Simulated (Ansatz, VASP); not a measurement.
**One calculation of Hf, two programs**

```
Hf
1.0
     3.17524    0.00000    0.00000
    -1.58762    2.74984    0.00000
     0.00000    0.00000    5.02385
Hf
2
Direct
  0.33333 0.66667 0.25000
  0.66667 0.33333 0.75000
```

Change from the starting cell: volume scaled by 0.98, PAW files.

Alike in both runs: task electric field gradients; functional PBEsol; k mesh 13 × 13 × 7; occupations fermi-dirac, width 0.05 eV; no spin polarisation.

```csv
,VASP,Ansatz
version,VASP 6.6.1,Ansatz 0.2.0
potentials or method,"VASP PAW PBE potentials, release 64 (Hf_pv)","PAW with Ansatz's default frozen-core files, scalar-relativistic"
plane-wave cutoff (eV),520,420
valence electrons in the cell,20,52
```

|  | VASP | Ansatz | Ansatz less VASP |
| --- | --- | --- | --- |
| pressure (GPa) | -2.0 | -1.6 | +0.38 |
| largest component of the traceless stress (GPa) | 0.11 | 0.04 | -0.070 |
| Vzz of the field gradient on the site that differs most (V/Å²) | 86.8 | 96.7 | +9.92 |

The two sets of potentials don't hold the same shells in valence. Ansatz warned: «gradients_without_spin_orbit».

Caveats: the PAW data sets were made with another functional, which shifts forces and pressure a little (VASP). Spin-orbit coupling is left out, which matters for the levels of Hf.
